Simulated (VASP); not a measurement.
# CoSi (P2_13) in VASP: further runs, part 2 of 2

VASP 6.6.1. Earlier steps stand in the parts before.

### 4 Relaxation of cell and atoms, LDA, collinear spin, ferromagnetic start

INCAR reads:

```
SYSTEM = CoSi
ALGO = Normal
EDIFF = 1E-6
EDIFFG = -0.02
ENCUT = 600
IBRION = 2
ISIF = 3
ISMEAR = -1
ISPIN = 2
LASPH = .True.
LCHARG = .False.
LMAXMIX = 4
LORBIT = 11
LREAL = .False.
LWAVE = .False.
MAGMOM = 2 2 2 2 0 0 0 0
NELM = 150
NSW = 60
PREC = Accurate
SIGMA = 0.05
```

KPOINTS reads:

```
k-points
0
Gamma
  6 6 6
  0 0 0
```

POSCAR reads:

```
CoSi
1.0
    4.4380000000      0.0000000000      0.0000000000
    0.0000000000      4.4380000000      0.0000000000
    0.0000000000      0.0000000000      4.4380000000
Co Si
4 4
Direct
    0.8600000000      0.6400000000      0.3600000000
    0.6400000000      0.3600000000      0.8600000000
    0.3600000000      0.8600000000      0.6400000000
    0.1400000000      0.1400000000      0.1400000000
    0.1570000000      0.3430000000      0.6570000000
    0.3430000000      0.6570000000      0.1570000000
    0.6570000000      0.1570000000      0.3430000000
    0.8430000000      0.8430000000      0.8430000000
```

Potentials or basis: VASP PAW LDA potentials, release 64 (Co, Si).

Launch:

```console
$ cat potpaw_LDA.64/Co/POTCAR potpaw_LDA.64/Si/POTCAR > POTCAR
$ mpirun -np 1 vasp_std > vasp.out
```

OUTCAR:

```text
SYSTEM = CoSi
   EDIFF = 1E-6
   EDIFFG = -0.02
   ENCUT = 600
   IBRION = 2
   ISIF = 3
   ISMEAR = -1
   ISPIN = 2
   LASPH = .True.
   LORBIT = 11
   LREAL = .False.
   NELM = 150
   NSW = 60
   PREC = Accurate

 ion  position               nearest neighbor table
   1  0.860  0.640  0.360-   5 2.28   6 2.33   7 2.33   8 2.33   7 2.47   8 2.47   6 2.47   2 2.72
                             2 2.72   4 2.72   4 2.72   3 2.72   3 2.72
   2  0.640  0.360  0.860-   6 2.28   5 2.33   7 2.33   8 2.33   5 2.47   7 2.47   8 2.47   1 2.72
                             1 2.72   3 2.72   3 2.72   4 2.72   4 2.72
   3  0.360  0.860  0.640-   7 2.28   6 2.33   5 2.33   8 2.33   6 2.47   5 2.47   8 2.47   4 2.72
                             2 2.72   2 2.72   4 2.72   1 2.72   1 2.72
   4  0.140  0.140  0.140-   8 2.28   6 2.33   7 2.33   5 2.33   6 2.47   5 2.47   7 2.47   1 2.72
                             3 2.72   3 2.72   1 2.72   2 2.72   2 2.72
   5  0.157  0.343  0.657-   1 2.28   2 2.33   3 2.33   4 2.33   3 2.47   4 2.47   2 2.47   8 2.75
                             6 2.75   6 2.75   8 2.75   7 2.75   7 2.75
   6  0.343  0.657  0.157-   2 2.28   1 2.33   3 2.33   4 2.33   1 2.47   3 2.47   4 2.47   8 2.75
                             5 2.75   5 2.75   7 2.75   7 2.75   8 2.75
   7  0.657  0.157  0.343-   3 2.28   2 2.33   1 2.33   4 2.33   2 2.47   1 2.47   4 2.47   8 2.75
                             8 2.75   5 2.75   6 2.75   6 2.75   5 2.75
   8  0.843  0.843  0.843-   4 2.28   2 2.33   3 2.33   1 2.33   2 2.47   1 2.47   3 2.47   5 2.75
                             6 2.75   7 2.75   7 2.75   5 2.75   6 2.75

  LATTYP: Found a simple cubic cell.
 ALAT       =     4.4380000000

  Lattice vectors:

 A1 = (   4.4380000000,   0.0000000000,   0.0000000000)
 A2 = (   0.0000000000,   4.4380000000,   0.0000000000)
 A3 = (   0.0000000000,   0.0000000000,   4.4380000000)

Analysis of symmetry for initial positions (statically):
=====================================================================
 Subroutine PRICEL returns:
 Original cell was already a primitive cell.

 Routine SETGRP: Setting up the symmetry group for a
 simple cubic supercell.

 Subroutine GETGRP returns: Found 12 space group operations
 (whereof  3 operations were pure point group operations)
 out of a pool of 48 trial point group operations.

The static configuration has the point symmetry C_3 .
 The point group associated with its full space group is T   .

Analysis of symmetry for dynamics (positions and initial velocities):
=====================================================================
 Subroutine PRICEL returns:
 Original cell was already a primitive cell.

 Routine SETGRP: Setting up the symmetry group for a
 simple cubic supercell.

 Subroutine GETGRP returns: Found 12 space group operations
 (whereof  3 operations were pure point group operations)
 out of a pool of 48 trial point group operations.

The dynamic configuration has the point symmetry C_3 .
 The point group associated with its full space group is T   .

Analysis of structural, dynamic, and magnetic symmetry:
=====================================================================
 Subroutine PRICEL returns:
 Original cell was already a primitive cell.

 Routine SETGRP: Setting up the symmetry group for a
 simple cubic supercell.

 Subroutine GETGRP returns: Found 12 space group operations
 (whereof  3 operations were pure point group operations)
 out of a pool of 48 trial point group operations.

The overall configuration has the point symmetry C_3 .
 The point group associated with its full space group is T   .

 Subroutine INISYM returns: Found 12 space group operations
[... 121 lines left out ...]
   EMIN   =  10.00;   EMAX   =-10.00  energy-range for DOS
   EFERMI =   0.00;   METHOD = LEGACY
   ISMEAR =    -1;   SIGMA  =   0.05  broadening in eV -4-tet -1-fermi 0-gaus
   EFERMI_NEDOS =   21; number of points for ismear=-14 and -15
   IALGO  =     38    algorithm
   IMIX   =      4    mixing-type and parameters
     AMIX     =   0.40;   BMIX     =  1.00
     AMIX_MAG =   1.60;   BMIX_MAG =  1.00
  volume/ion in A,a.u.               =      10.93        73.73
  Fermi-wavevector in a.u.,A,eV,Ry     =   1.376856  2.601881 25.793021  1.895734
  Thomas-Fermi vector in A             =   2.502063
   LORBIT       =     11    0 simple, 1 ext, 2 COOP (PROOUT), +10 PAW based schemes
   GGA     = CA    functional components
   LHFCALC =     F    Hartree Fock is set to
   AEXX    =    0.0000 exact exchange contribution
   IVDW    =     0    specifies the selected vdW correction
   LEPSILON=     F    determine dielectric tensor
   LRPA    =     F    only Hartree local field effects (RPA)
 conjugate gradient relaxation of ions
 spin polarized calculation
  energy-cutoff  :      600.00
  volume of cell :       87.41
 maximum number of plane-waves:      2968
   NGX = 17   NGY = 17   NGZ = 17

--------------------------------------- Ionic step        1  -------------------------------------------

 number of electron      51.9999992 magnetization       0.0002183

 number of electron      51.9999992 magnetization      -0.0003983

 Free energy of the ion-electron system (eV)
  ---------------------------------------------------
  ext. energy  EPLUGINS =         0.00000000
  ---------------------------------------------------
  free energy    TOTEN  =       -62.42852116 eV

  energy without entropy =      -62.41389937  energy(sigma->0) =      -62.42121027

------------------------ aborting loop because EDIFF is reached ----------------------------------------

  FORCE on cell =-STRESS in cart. coord.  units (eV):
  Direction    XX          YY          ZZ          XY          YZ          ZX
  --------------------------------------------------------------------------------------
  -------------------------------------------------------------------------------------
  Total       -6.7793582     -6.7793582     -6.7793582      0.0000000      0.0000000      0.0000000
  in kB     -124.2616934   -124.2616934   -124.2616934      0.0000000      0.0000000      0.0000000
  external PRESSURE =    -124.2616934 kB  Pullay stress =       0.0000000 kB
[... 111 lines left out ...]
  FREE ENERGIE OF THE ION-ELECTRON SYSTEM (eV)
  ---------------------------------------------------
  free  energy   TOTEN  =       -62.6216299743 eV

  energy  without entropy=      -62.6085598168  energy(sigma->0) =      -62.61509490

[... ionic steps 4 to 7 ...]

--------------------------------------- Ionic step        8  -------------------------------------------

 number of electron      51.9999976 magnetization       0.0000000

 number of electron      51.9999976 magnetization      -0.0000000
[... 85 lines left out ...]
 number of electron      51.9999975 magnetization       0.0000001

 number of electron      51.9999975 magnetization      -0.0000001

 Free energy of the ion-electron system (eV)
  ---------------------------------------------------
  ext. energy  EPLUGINS =         0.00000000
  ---------------------------------------------------
  free energy    TOTEN  =       -62.64967095 eV

  energy without entropy =      -62.63725566  energy(sigma->0) =      -62.64346330

 E-fermi :  12.8462     XC(G=0): -13.3278

 val. band max:       12.8115443741   @ k =   0.0000   0.0000   0.0000
 cond. band min:      12.9031886001   @ k =   0.5000   0.5000   0.3333
 fundamental gap:      0.0916442260
 Fermi energy:        12.8462184737

 spin component 1

 k-point     1 :       0.0000    0.0000    0.0000
  band No.  band energies     occupation
      1      -1.2311      1.00000
      2       4.4293      1.00000
      3       4.4293      1.00000
      4       4.4293      1.00000
      5       7.1206      1.00000
      6       7.1206      1.00000
[... 901 lines left out ...]
     34      18.8719      0.00000
     35      18.8719      0.00000
 Fermi energy:        12.8462184737

 spin component 2

 k-point     1 :       0.0000    0.0000    0.0000
  band No.  band energies     occupation
      1      -1.2311      1.00000
      2       4.4293      1.00000
      3       4.4293      1.00000
      4       4.4293      1.00000
      5       7.1206      1.00000
      6       7.1206      1.00000
[... 936 lines left out ...]
  FREE ENERGIE OF THE ION-ELECTRON SYSTEM (eV)
  ---------------------------------------------------
  free  energy   TOTEN  =       -62.6496709524 eV

  energy  without entropy=      -62.6372556569  energy(sigma->0) =      -62.64346330

 reached required accuracy - stopping structural energy minimisation

 total charge

# of ion       s       p       d       tot
------------------------------------------
    1        0.463   0.674   7.641   8.778
    2        0.463   0.674   7.641   8.778
    3        0.463   0.674   7.641   8.778
    4        0.463   0.674   7.641   8.778
    5        0.731   0.926   0.000   1.657
    6        0.731   0.926   0.000   1.657
    7        0.731   0.926   0.000   1.657
    8        0.731   0.926   0.000   1.657
--------------------------------------------------
tot          4.778   6.397  30.566  41.741

 magnetization (x)

# of ion       s       p       d       tot
------------------------------------------
    1        0.000   0.000  -0.000  -0.000
    2        0.000   0.000  -0.000  -0.000
    3        0.000   0.000  -0.000  -0.000
    4        0.000   0.000  -0.000  -0.000
    5        0.000   0.000   0.000   0.000
    6        0.000   0.000   0.000   0.000
    7        0.000   0.000   0.000   0.000
    8        0.000   0.000   0.000   0.000
--------------------------------------------------
tot          0.000   0.000  -0.000   0.000
```

Wall time 16 min (1 thread of AMD EPYC 7R43 (Zen 3), shared host); peak memory 0.24 GiB.

What came out:

```
Free energy                                           : -62.6497 eV
Relaxed volume                                        : 10.30 Å³/atom
Relaxed cell                                          : a = 4.352 Å, b = 4.352 Å, c = 4.352 Å, α = 90.00°, β = 90.00°, γ = 90.00°
Space group after relaxing (to 0.05 Å)                : P2_13 (No. 198)
Energy gained by relaxing                             : 27.6 meV/atom
Ionic steps                                           : 10
Pressure after relaxing                               : 0.0 GPa
Band gap on the k mesh                                : none (metal or under the smearing width)
Net moment                                            : 0.00 μB per cell
Valence electrons inside the program's atomic spheres : Co 8.78; Si 1.66
```

Forces in eV/Å, atoms in the order of the input:
```
Co  -0.001  0.001 -0.001
Co   0.001 -0.001 -0.001
Co  -0.001 -0.001  0.001
Co   0.001  0.001  0.001
Si   0.002 -0.002  0.002
Si  -0.002  0.002  0.002
Si   0.002  0.002 -0.002
Si  -0.002 -0.002 -0.002
```

Step by step:
```csv
step,energy change (eV),largest force (eV/Å),pressure (GPa),volume (Å³)
1,0.0000,0.1615,-12.43,87.41
2,0.1535,0.5915,21.45,77.12
3,-0.1931,0.3402,-0.12,82.79
4,-0.1932,0.3438,0.16,82.70
5,-0.2098,0.2192,0.27,82.57
6,-0.2205,0.0634,0.25,82.35
7,-0.2205,0.0625,0.34,82.36
8,-0.2207,0.0073,-0.66,82.67
9,-0.2210,0.0297,-0.20,82.53
10,-0.2211,0.0029,0.00,82.44
```

Final structure:
```
CELL_PARAMETERS angstrom
4.35221 0.00000 0.00000
0.00000 4.35221 0.00000
0.00000 0.00000 4.35221
ATOMIC_POSITIONS crystal
Co 0.85425 0.64575 0.35425
Co 0.64575 0.35425 0.85425
Co 0.35425 0.85425 0.64575
Co 0.14575 0.14575 0.14575
Si 0.15685 0.34315 0.65685
Si 0.34315 0.65685 0.15685
Si 0.65685 0.15685 0.34315
Si 0.84315 0.84315 0.84315
```

Caveat: the starting moments collapsed, and a magnetic state may lie lower.
